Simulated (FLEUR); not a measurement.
# Co in FLEUR: further runs

Runs on Co. Level: PBE. Tasks: single point.

All numbers are computed with FLEUR MaX-R8.1 (later development tree); they aren't measurements. Logs are shortened: lines on timing, memory, paths and dates and some standing lists are left out, and cuts for length are marked.

### 1 The structure

The cell holds a slab with vacuum, 6 atoms: a = 2.540 Å, b = 2.540 Å, c = 25.367 Å, α = 90.00°, β = 90.00°, γ = 120.00°.

The slab is cut from a database's or a generator's crystal, which needn't be the stable form of the element.

### 2 Single point, PBE, collinear spin, ferromagnetic start (the (1 1 1) slab of Co, cut from the database cell, not relaxed)

The input, inp.xml:

```xml
<?xml version="1.0" encoding="UTF-8" standalone="no"?>
<fleurInput fleurInputVersion="0.39">
   <comment>
      Co                                                                                                  
   </comment>
   <calculationSetup>
      <cutoffs Kmax="4.52" Gmax="14.0" GmaxXC="14.0" numbands="0"/>
      <scfLoop itmax="90" minDistance="0.0001" maxIterBroyd="40" imix="Anderson" alpha="0.05" precondParam="0.0" spinf="2.0" sdNocoIR="T"/>
      <coreElectrons ctail="T" frcor="F" kcrel="0" coretail_lmax="0"/>
      <xcFunctional name="pbe" relativisticCorrections="F"/>
      <magnetism jspins="2"/>
      <soc l_soc="F" theta="0.0" phi="0.0" spav="F"/>
      <expertModes spex="0" secvar="F"/>
      <geometryOptimization l_f="T" forcealpha="1.0" forcemix="BFGS" epsdisp="0.0005" epsforce="0.0002"/>
      <ldaU l_linMix="F" mixParam="0.05" spinf="1.0"/>
   </calculationSetup>
   <cell>
      <bzIntegration valenceElectrons="102.0" mode="hist" fermiSmearingEnergy="0.00183747">
         <kPointListSelection listName="default-1"/>
         <!-- k-points included here -->
         <xi:include xmlns:xi="http://www.w3.org/2001/XInclude" href="kpts.xml"> </xi:include>
      </bzIntegration>
      <!-- symmetry operations included here -->
      <xi:include xmlns:xi="http://www.w3.org/2001/XInclude" href="sym.xml"> </xi:include>
      <filmLattice scale="1.0" dVac="24.73" dTilda="27.23">
         <bravaisMatrixFilm>
            <row-1>    4.7989657181795549     0.0000000000000000</row-1>
            <row-2>   -2.3994828590897774     4.1560262238374115</row-2>
         </bravaisMatrixFilm>
         <vacuumEnergyParameters vacuum="1" spinUp="-.25" spinDown="-.25"/>
      </filmLattice>
   </cell>
   <atomSpecies>
      <species name="Cobalt (Co2.000" element="Co" atomicNumber="27">
         <mtSphere radius="2.17" gridPoints="717" logIncrement="0.017"/>
         <atomicCutoffs lmax="9" lnonsphr="9"/>
         <electronConfig flipSpins="F">
            <coreConfig>(1s1/2) (2s1/2) (2p1/2) (2p3/2)</coreConfig>
            <valenceConfig>(3s1/2) (3p1/2) (3p3/2) (4s1/2) (3d3/2) (3d5/2)</valenceConfig>
            <stateOccupation state="(3d3/2)" spinUp="1.5" spinDown="1.3"/>
            <stateOccupation state="(3d5/2)" spinUp="3.0" spinDown="1.2"/>
         </electronConfig>
         <energyParameters s="4" p="4" d="3" f="4"/>
         <lo type="SCLO" l="0" n="3" eDeriv="0"/>
         <lo type="SCLO" l="1" n="3" eDeriv="0"/>
         <lo type="SCLO" l="1" n="3" eDeriv="1"/>
         <lo type="SCLO" l="2" n="3" eDeriv="2"/>
         <lo type="SCLO" l="3" n="4" eDeriv="2"/>
      </species>
   </atomSpecies>
   <atomGroups>
      <atomGroup species="Cobalt (Co2.000">
         <filmPos label="                   1">-1.000/6.000 1.000/6.000 -9.7958477282</filmPos>
         <filmPos label="                   6">1.000/6.000 -1.000/6.000 9.7958477761</filmPos>
         <force calculate="T" relaxXYZ="TTT"/>
      </atomGroup>
      <atomGroup species="Cobalt (Co2.000">
         <filmPos label="                   2">1.000/2.000 1.000/2.000 -5.8775086273</filmPos>
         <filmPos label="                   5">1.000/2.000 1.000/2.000 5.8775086753</filmPos>
         <force calculate="T" relaxXYZ="TTT"/>
      </atomGroup>
      <atomGroup species="Cobalt (Co2.000">
         <filmPos label="                   3">1.000/6.000 -1.000/6.000 -1.9591695265</filmPos>
         <filmPos label="                   4">-1.000/6.000 1.000/6.000 1.9591695744</filmPos>
         <force calculate="T" relaxXYZ="TTT"/>
      </atomGroup>
   </atomGroups>
   <output dos="F" band="F" slice="F">
      <checks vchk="F" cdinf="F"/>
      <bandDOS minEnergy="-.5*Htr" maxEnergy="0.5*Htr" sigma="0.015" storeEVData="T"/>
      <vacuumDOS vacdos="F" integ="F" star="F" nstars="0" locx1="0.0" locy1="0.0" locx2="0.0" locy2="0.0" nstm="0" tworkf="0.0"/>
      <unfoldingBand unfoldBand="F" supercellX="1" supercellY="1" supercellZ="1"/>
      <plotting iplot="0" polar="F">
         <plot TwoD="T" vec1="  1.0  0.0  0.0" vec2="  0.0  1.0  0.0" vec3="  0.0  0.0  1.0" zero="  0.0  0.0 -0.5" file="plot"/>
      </plotting>
      <chargeDensitySlicing numkpt="0" minEigenval="0.0" maxEigenval="0.0" nnne="0" pallst="F"/>
      <specialOutput eonly="F"/>
      <moessbauerParams electricFieldGradient="T" isomerShift="T" coreHyperfine="T" valenceHyperfine="T"/>
      <magneticCircularDichroism mcd="F" energyLo="-10.0" energyUp="0.0"/>
   </output>
  <!-- We include the file relax.xml here to enable relaxations (see documentation) -->
  <xi:include xmlns:xi="http://www.w3.org/2001/XInclude" href="relax.xml"> <xi:fallback/> </xi:include>
</fleurInput>
```

The input, crystal.txt:

```
Co
&input film=T /
2.5395032940  0.0000000000  0.0000000000
-1.2697516470  2.1992743656  0.0000000000
0.0000000000  0.0000000000  25.3674787838
1.8897261246
1.0 1.0 1.0

6
27 0.6666666667  0.3333333333  -9.7958477282 : 2.000
27 0.3333333333  0.6666666667  -5.8775086273 : 2.000
27 0.0000000000  0.0000000000  -1.9591695265 : 2.000
27 0.6666666667  0.3333333333  1.9591695744 : 2.000
27 0.3333333333  0.6666666667  5.8775086753 : 2.000
27 0.0000000000  0.0000000000  9.7958477761 : 2.000

&kpt div1=12 div2=12 div3=1 gamma=T /
```

Potentials or basis: all-electron, FLAPW.

On the command line:

```sh
inpgen -f crystal.txt -profile fastHighL
# inp.xml edited to the form shown
mpirun -n 4 fleur_MPI -pe_per_kpt 1
```

Output:

```text
Welcome to FLEUR        (www.flapw.de)
      MaX-Release 8.1          (www.max-centre.eu)

 ========== k-point set info ==========
 Selected k-point list: default-1
 k-point list type: mesh
 12 x 12 x 1
 Number of k points: 19

 ------------Calculation Setup---------------------------
 Number of MPI-tasks      :            4
 Number of PE/node        :            4
 Number of OMP-threads    :            1
 Using exactly            1  PE per kpt
 k-points in parallel     :            4
 Using exactly            1  PE per kpt
 Using exactly            1  PE per kpt
 Using exactly            1  PE per kpt
 pe's per k-point         :            1
 No of k-point loops      :            4
 Info/Warning             : your k-point parallelism is not fully load-balanced
 Eigenvalue solver        :       lapack
 Number of basis functions:         1082
 Approximate size of matrices (H+S) per k-point:         0.017 GB
 --------------------------------------------------------
 Iteration:     1   Distance:      30.67777687 me/bohr^3
 Iteration:     2   Distance:      97.82297393 me/bohr^3
 Iteration:     3   Distance:      40.02057227 me/bohr^3
 Iteration:     4   Distance:      30.26404948 me/bohr^3
 Iteration:     5   Distance:      26.05390343 me/bohr^3
 Iteration:     6   Distance:      13.12646375 me/bohr^3
 Iteration:     7   Distance:       7.43320934 me/bohr^3
 Iteration:     8   Distance:      10.06247827 me/bohr^3
 Iteration:     9   Distance:       9.13376460 me/bohr^3
 Iteration:    10   Distance:       4.79590137 me/bohr^3
[... 13 lines left out ...]
 Iteration:    24   Distance:       0.03864125 me/bohr^3
 Iteration:    25   Distance:       0.02817266 me/bohr^3
 Iteration:    26   Distance:       0.00802320 me/bohr^3
 Iteration:    27   Distance:       0.00686422 me/bohr^3
 Iteration:    28   Distance:       0.00182180 me/bohr^3
 Iteration:    29   Distance:       0.00085466 me/bohr^3
 Iteration:    30   Distance:       0.00069630 me/bohr^3
 Iteration:    31   Distance:       0.00024591 me/bohr^3
 Iteration:    32   Distance:       0.00012876 me/bohr^3
 Iteration:    33   Distance:       0.00005094 me/bohr^3

 Reset of history

 ********************************************************************
 Run finished successfully
 Stop message:
   Structural relaxation: new displacements generated
 ********************************************************************
```

Run time: 4.5 min. Hardware: 4 MPI ranks of Arm Neoverse V2, shared host.

Results:

```
Free energy                                           : -227509.2992 eV
Largest force                                         : 0.714 eV/Å
Band gap on the k mesh                                : none (metal or under the smearing width)
Net moment                                            : 10.44 μB per cell
Site moments                                          : Co +1.86, +1.81, +1.79 μB
Valence electrons inside the program's atomic spheres : Co 15.55, 15.63 (radii Co 2.17 bohr)
Work function of the upper face                       : 4.99 eV
Work function of the lower face                       : 4.99 eV
```

Forces in eV/Å, atoms in the order of the input:
```
Co   0.000  0.000  0.714
Co   0.000  0.000 -0.419
Co   0.000  0.000  0.134
Co   0.000  0.000 -0.134
Co   0.000  0.000  0.419
Co   0.000  0.000 -0.714
```

Levels at points of the mesh, in eV from the Fermi level:
Spin up:
| k point | band 55 | band 56 | band 57 | band 58 | band 59 | band 60 |
| --- | --- | --- | --- | --- | --- | --- |
| (0.00, 0.00, 0.00) | -1.38 | -1.15 | -1.15 | -0.99 | -0.99 | -0.47 |
| (0.00, 0.50, 0.00) | 0.17 | 1.09 | 1.81 | 2.21 | 2.36 | 2.39 |
Spin down:
```tsv
k point	band 42	band 43	band 44	band 45	band 46	band 47	band 48	band 49
(0.00, 0.00, 0.00)	-0.84	-0.84	-0.65	-0.65	-0.63	-0.63	-0.16	0.04
(0.00, 0.50, 0.00)	-0.17	-0.11	0.34	0.51	0.56	0.79	1.07	1.09
```

Core levels (eV from the Fermi level):
```
atom                                                   levels
1 Co  1s1/2 -7584.1, 2s1/2 -891.8, 2p1/2 -772.6, 2p3/2 -757.8
2 Co  1s1/2 -7584.2, 2s1/2 -892.0, 2p1/2 -772.8, 2p3/2 -757.9
3 Co  1s1/2 -7584.2, 2s1/2 -892.0, 2p1/2 -772.7, 2p3/2 -757.9
4 Co  1s1/2 -7584.2, 2s1/2 -892.0, 2p1/2 -772.7, 2p3/2 -757.9
5 Co  1s1/2 -7584.2, 2s1/2 -892.0, 2p1/2 -772.8, 2p3/2 -757.9
6 Co  1s1/2 -7584.1, 2s1/2 -891.8, 2p1/2 -772.6, 2p3/2 -757.8
```

Caveat: the cell was measured hot, at 1300 K.

### 3 Single point, PBE, collinear spin, ferromagnetic start, spin-orbit coupling

Changes to inp.xml since step 2:

```diff
@@ -6,3 +6,3 @@
    <calculationSetup>
-      <cutoffs Kmax="4.52" Gmax="14.0" GmaxXC="14.0" numbands="0"/>
+      <cutoffs Kmax="4.52" Gmax="14.0" GmaxXC="14.0" numbands="240"/>
       <scfLoop itmax="90" minDistance="0.0001" maxIterBroyd="40" imix="Anderson" alpha="0.05" precondParam="0.0" spinf="2.0" sdNocoIR="T"/>
@@ -11,5 +11,5 @@
       <magnetism jspins="2"/>
-      <soc l_soc="F" theta="0.0" phi="0.0" spav="F"/>
+      <soc l_soc="T" theta="0.0" phi="0.0" spav="F"/>
       <expertModes spex="0" secvar="F"/>
-      <geometryOptimization l_f="T" forcealpha="1.0" forcemix="BFGS" epsdisp="0.0005" epsforce="0.0002"/>
+      <geometryOptimization l_f="F" forcealpha="1.0" forcemix="BFGS" epsdisp="0.00001" epsforce="0.00001"/>
       <ldaU l_linMix="F" mixParam="0.05" spinf="1.0"/>
```

Changes to crystal.txt since step 2:

```diff
@@ -16,2 +16,3 @@
 
-&kpt div1=12 div2=12 div3=1 gamma=T /
+&soc 0.0 0.0 /
+&kpt div1=8 div2=8 div3=1 gamma=T /
```

Potentials or basis: all-electron, FLAPW.

On the command line:

```sh
inpgen -f crystal.txt -profile fastHighL
# inp.xml edited to the form shown
mpirun -n 4 fleur_MPI -pe_per_kpt 1
```

It took 5.4 min on 4 MPI ranks of Arm Neoverse V2, shared host.

The run converged. Its results:

* Free energy: -227509.5035 eV
* Band gap on the k mesh: none (metal or under the smearing width)
* Net moment: 10.31 μB per cell
* Site moments: Co +1.87, +1.78, +1.76 μB
* Valence electrons inside the program's atomic spheres: Co 15.54, 15.63 (radii Co 2.17 bohr)
* Work function of the upper face: 5.00 eV
* Work function of the lower face: 5.00 eV

Levels at points of the mesh, in eV from the Fermi level:
| k point | band 98 | band 99 | band 100 | band 101 | band 102 | band 103 | band 104 | band 105 | band 106 | band 107 |
| --- | --- | --- | --- | --- | --- | --- | --- | --- | --- | --- |
| (0.00, 0.00, 0.00) | -0.91 | -0.90 | -0.89 | -0.80 | -0.78 | -0.67 | -0.66 | -0.56 | -0.54 | -0.43 |
| (0.00, 0.50, 0.00) | 0.20 | 0.36 | 0.53 | 0.58 | 0.81 | 1.08 | 1.09 | 1.12 | 1.13 | 1.13 |

Orbital moments (μB): Co +0.099, +0.083, +0.082

Core levels (eV from the Fermi level):
```csv
atom,levels
1 Co,"1s1/2 -7584.1, 2s1/2 -891.8, 2p1/2 -772.6, 2p3/2 -757.8"
2 Co,"1s1/2 -7584.2, 2s1/2 -892.0, 2p1/2 -772.7, 2p3/2 -757.9"
3 Co,"1s1/2 -7584.2, 2s1/2 -892.0, 2p1/2 -772.7, 2p3/2 -757.9"
4 Co,"1s1/2 -7584.2, 2s1/2 -892.0, 2p1/2 -772.7, 2p3/2 -757.9"
5 Co,"1s1/2 -7584.2, 2s1/2 -892.0, 2p1/2 -772.7, 2p3/2 -757.9"
6 Co,"1s1/2 -7584.1, 2s1/2 -891.8, 2p1/2 -772.6, 2p3/2 -757.8"
```

Caveat: spin-orbit coupling is added in second variation on a limited number of bands; the cell was measured hot, at 1300 K.
